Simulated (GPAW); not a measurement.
# Fitting the PBEsol energy curve of Ta4C3

```
CELL_PARAMETERS angstrom
4.44528 0.00000 0.00000
0.00000 4.44528 0.00000
0.00000 0.00000 4.44528
ATOMIC_POSITIONS crystal
Ta 0.00000 0.00000 0.00000
Ta 0.50000 0.50000 0.00000
Ta 0.50000 0.00000 0.50000
Ta 0.00000 0.50000 0.50000
C 0.00000 0.00000 0.50000
C 0.00000 0.50000 0.00000
C 0.50000 0.00000 0.00000
```

The cell comes from a database or a generator and needn't be the stable form of this composition.

The cell was scaled at fixed shape and fractions and run with GPAW, PAW data sets generated for this functional, cutoff 800 eV; PBEsol, k mesh 6 × 6 × 6 on the cell of 7 atoms, fermi-dirac occupations of 0.05 eV, no spin polarisation, no spin-orbit coupling. Energies are those that the program minimises, any entropy of the smearing included. For a metal such a mesh isn't converged to the digits shown.

| V (Å³/atom) | energy over the lowest row (meV/atom) |
| --- | --- |
| 11.7958 | 14.23 |
| 12.0468 | 1.75 |
| 12.2978 | 0.00 |
| 12.5487 | 7.90 |
| 12.7997 | 24.49 |
| 13.0507 | ? |
| 13.3016 | 80.30 |

Fit the third-order Birch-Murnaghan form, give V0, B0 and B′, and predict the energy left open.

With y = (V0/V)^(2/3), E = E0 + (9 V0 B0/16) [(y - 1)³ B′ + (y - 1)² (6 - 4y)]. Least squares through the rows shown give V0 = 12.2147 Å³/atom, E0 = -0.54 meV, B0 = 310.3 GPa (1 eV/Å³ = 160.218 GPa) and B′ = 4.17, with a largest miss of 0.00 meV. At V = 13.0507 the form with these constants gives 48.89 meV; the run gave 48.89 meV an atom.
